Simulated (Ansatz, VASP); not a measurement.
One calculation of CaO, two programs

```xyz
2
Lattice="0.0000 2.4154 2.4154 2.4154 0.0000 2.4154 2.4154 2.4154 0.0000" Properties=species:S:1:pos:R:3 pbc="T T T"
Ca    2.4154    2.4154    2.4154
O     0.0000    0.0000    0.0000
```

Alike in both runs: task single point; functional LDA; k mesh 12 × 12 × 12; occupations gaussian, width 0.05 eV; no spin polarisation.

|  | VASP | Ansatz |
| --- | --- | --- |
| version | VASP 6.6.1 | Ansatz 0.2.0 |
| potentials or method | VASP PAW LDA potentials, release 64 (Ca_sv, O) | scalar-relativistic, plane waves, PAW |
| plane-wave cutoff (eV) | 520 | 420 |
| valence electrons in the cell | 16 | 16 |

```csv
,VASP,Ansatz,Ansatz less VASP
gap on the k mesh at the Fermi level (eV),3.47,3.49,+0.026
least direct gap on the mesh (eV),3.84,3.87,+0.027
pressure (GPa),-7.7,-8.4,-0.71
```

A k mesh can miss the band edges.
